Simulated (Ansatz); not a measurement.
**GaP: how the settings move a single-point run**

How sensitive is a single-point run of GaP to its settings? A reference run comes first, then six runs with altered input.

Method: reference: DFT, PBEsol, plane waves, PAW, in Ansatz 0.2.0.

1 further run of the same task is left out (it didn't finish).

### 1 The starting structure

It takes space group F-43m (No. 216, cubic). The conventional cell has a = 5.451 Å, b = 5.451 Å, c = 5.451 Å, α = 90.00°, β = 90.00°, γ = 90.00°. Around Ga (site symmetry -43m) lie 4 P at 2.36 Å. Around P (site symmetry -43m) lie 4 Ga at 2.36 Å.

As a file:

```
Ga P
1.0
     0.00000    2.72541    2.72541
     2.72541    0.00000    2.72541
     2.72541    2.72541    0.00000
Ga P
1 1
Direct
  0.00000 0.00000 0.00000
  0.25000 0.25000 0.25000
```

### 2 Baseline

The input, input.yaml:

```yaml
crystal:
  lattice:
    - [0.0, 2.725410193, 2.725410193]
    - [2.725410193, 0.0, 2.725410193]
    - [2.725410193, 2.725410193, 0.0]
  atoms:
    - { symbol: Ga, position: [0.0, 0.0, 0.0] }
    - { symbol: P, position: [0.25, 0.25, 0.25] }
kpoints:
  mp_grid: { grid: [6, 6, 6] }
hamiltonian:
  xc: pbesol
scf:
  occupations: { method: fixed }
  n_extra_bands: 4
output:
  forces: true
  stress: true
  eigenvalues: true
```

Started as:

```bash
$ ansatz run input.yaml --threads 4 --pin off --max-ram 3686MiB --backend cpu --events-out ev --progress --plain --runs-dir out
```

### 3 Variant: xc r2scan

input.yaml, as its differences from that of step 2:

```diff
@@ -11,3 +11,3 @@
 hamiltonian:
-  xc: pbesol
+  xc: r2scan
 scf:
```

### 4 Changing settings: xc mr2scan

input.yaml, as its differences from that of step 2:

```diff
@@ -11,3 +11,3 @@
 hamiltonian:
-  xc: pbesol
+  xc: mr2scan
 scf:
```

### 5 Changing settings: eigensolver.kind dense

input.yaml, as its differences from that of step 2:

```diff
@@ -15,2 +15,3 @@
   n_extra_bands: 4
+  eigensolver: { kind: dense }
 output:
```

### 6 Changed: occupations.method cold, occupations.width 0.5

input.yaml, as its differences from that of step 2:

```diff
@@ -13,3 +13,3 @@
 scf:
-  occupations: { method: fixed }
+  occupations: { method: cold, width: 0.5 }
   n_extra_bands: 4
```

### 7 Changing settings: occupations.method gaussian, occupations.width 0.2

input.yaml, as its differences from that of step 2:

```diff
@@ -13,3 +13,3 @@
 scf:
-  occupations: { method: fixed }
+  occupations: { method: gaussian, width: 0.2 }
   n_extra_bands: 4
```

### 8 Changing settings: occupations.method tetrahedron

input.yaml, as its differences from that of step 2:

```diff
@@ -13,3 +13,3 @@
 scf:
-  occupations: { method: fixed }
+  occupations: { method: tetrahedron }
   n_extra_bands: 4
```

What does the calculation give? Wanted: for each run, ending; energy change; pressure; gap; force.

As calculated:

```
                                                  run     ending       energy change  pressure (GPa)  gap (eV)  force (eV/Å)  cycles    time
                                            reference  converged                   0            -0.5      1.51          0.00       6   0.9 s
                                         1: xc r2scan  converged      not comparable             0.1      1.90          0.00       6   1.7 s
                                        2: xc mr2scan  converged      not comparable             0.1      1.90          0.00       6   1.7 s
                            3: eigensolver.kind dense  converged        0.0 meV/atom            -0.5      1.51          0.00       6    23 s
    4: occupations.method cold, occupations.width 0.5  converged  0.0 meV/atom (σ→0)            -0.5      1.51          0.00       9   1.1 s
5: occupations.method gaussian, occupations.width 0.2  converged  0.0 meV/atom (σ→0)            -0.5      1.51          0.00       6  0.89 s
                    6: occupations.method tetrahedron  converged  0.0 meV/atom (σ→0)            -0.5      1.51          0.00       6  0.87 s
```

Residual by cycle in the longest SCF loop of each run; runs are numbered as in the table. The quantity is the density residual dr2, in eV.

```
cycle  reference    run 1    run 2   run 3   run 4   run 5   run 6
    1     0.0111   0.0177   0.0177  0.0115  0.0106  0.0111  0.0111
    2     8.3e-4  0.00308  0.00308  3.8e-4  8.2e-4  8.3e-4  8.3e-4
    3     1.0e-4   5.3e-4   5.3e-4  6.2e-5  1.0e-4  1.0e-4  9.9e-5
    4     1.5e-5   4.5e-5   4.5e-5  4.4e-6  1.5e-5  1.5e-5  1.5e-5
    5     2.8e-7   3.0e-6   3.0e-6  3.4e-7  2.6e-7  2.8e-7  2.8e-7
    6     1.5e-8   4.7e-8   4.7e-8  3.7e-9  1.6e-8  1.4e-8  1.5e-8
    7          -        -        -       -  5.2e-6       -       -
    8          -        -        -       -  1.5e-6       -       -
    9          -        -        -       -  4.7e-8       -       -
```

What this shows: Of the converged runs whose energies compare with the reference's, none moves it noticeably. Of the variants the dearest is «eigensolver.kind dense» (23 s), the cheapest «occupations.method tetrahedron» (0.87 s), on a shared host.
